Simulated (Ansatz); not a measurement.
NbP in the zincblende structure

Level of theory: DFT, PBEsol, scalar-relativistic, no spin polarisation; plane waves to 420 eV with PAW datasets (Ansatz 0.2.0), Γ-centred 10×10×10 mesh, 0.05 eV Gaussian smearing; PAW files: Ansatz's generated set soft_2.

```
CELL_PARAMETERS angstrom
0.00000 2.76341 2.76341
2.76341 0.00000 2.76341
2.76341 2.76341 0.00000
ATOMIC_POSITIONS crystal
Nb 0.00000 0.00000 0.00000
P 0.25000 0.25000 0.25000
```

The start was a prototype's sites filled with these elements. The Crystallography Open Database lists the compound in space group I41/amd, so this is a trial structure.

Cell and atoms are those of this level's equilibrium.

Path: Γ–X–U | K–Γ–L–W–X, with Γ = (0.000, 0.000, 0.000), X = (-0.500, -0.500, 0.000), U = (-0.375, -0.375, 0.250), K = (-0.375, 0.000, 0.375), L = (0.000, 0.000, 0.500), W = (-0.500, -0.250, 0.250) in reciprocal vectors of the calculation's cell.

Q: Is it a metal or an insulator, and if it has a gap, where are the band edges on this path?

A: A metal: bands cross the Fermi level.

Levels between -5 and 3 eV from the Fermi level at the path's named points:
| point | below E_F (eV) | above E_F (eV) |
| --- | --- | --- |
| Γ | -3.80 -3.80 -3.80 0.00 0.00 | 2.92 |
| X | -2.17 -2.17 -1.22 | 1.03 1.17 1.65 1.65 |
| U and K | -4.55 -2.85 -2.54 -1.31 | 0.36 0.92 2.72 2.94 |
| L | -4.34 -3.35 -3.35 | 0.52 0.52 0.83 |
| W | -4.22 -3.45 -2.13 -1.41 -0.04 | 1.16 2.17 |
